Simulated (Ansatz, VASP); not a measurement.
HgTe in VASP and in Ansatz

Contents of INCAR:

```
PREC = Accurate
ENCUT = 520
EDIFF = 1E-6
ISMEAR = 0
SIGMA = 0.1
LREAL = False
LASPH = True
NELM = 100
ALGO = Normal
ISIF = 2
LWAVE = False
LCHARG = False
GGA = PE
NBANDS = 16
```

The input KPOINTS:

```
Automatic mesh
0
Gamma
  4 4 4
```

File POSCAR:

```
HgTe
1.0
    0.0000000000      3.0771170000      3.0771170000
    3.0771170000      0.0000000000      3.0771170000
    3.0771170000      3.0771170000      0.0000000000
Hg Te
1 1
Direct
    0.0000000000      0.0000000000      0.0000000000
    0.5000000000      0.5000000000      0.5000000000
```

Input for Ansatz:

```yaml
crystal:
  lattice:
    - [0.0, 3.077117, 3.077117]
    - [3.077117, 0.0, 3.077117]
    - [3.077117, 3.077117, 0.0]
  atoms:
    - { symbol: Hg, position: [0.0, 0.0, 0.0] }
    - { symbol: Te, position: [0.5, 0.5, 0.5] }
basis:
  ecutwfc: 420
kpoints:
  mp_grid: { grid: [4, 4, 4] }
hamiltonian:
  xc: pbe
scf:
  occupations: { method: gaussian, width: 0.1 }
output:
  forces: true
  stress: true
  eigenvalues: true
```

Measurements of this composition are mostly on another form, of space group No. 216.

Alike in both runs: task single point; functional PBE; k mesh 4 × 4 × 4; occupations gaussian, width 0.1 eV; no spin polarisation.

```csv
,VASP,Ansatz
version,VASP 6.6.1,Ansatz 0.2.0
potentials or method,"VASP PAW PBE potentials, release 64 (Hg, Te)","scalar-relativistic, plane waves, PAW"
plane-wave cutoff (eV),520,420
valence electrons in the cell,18,36
```

|  | VASP | Ansatz | Ansatz less VASP |
| --- | --- | --- | --- |
| gap on the k mesh at the Fermi level (eV) | none | none | - |
| pressure (GPa) | 1.1 | 1.0 | -0.12 |

A gap of «none» marks a metal or a gap that the smearing closes. The two sets of potentials don't hold the same shells in valence.

Caveats: the k mesh is coarse (spacing up to 0.44 Å⁻¹), so the values aren't converged. The runs have no spin-orbit coupling, so splittings on Hg, Te are missing.
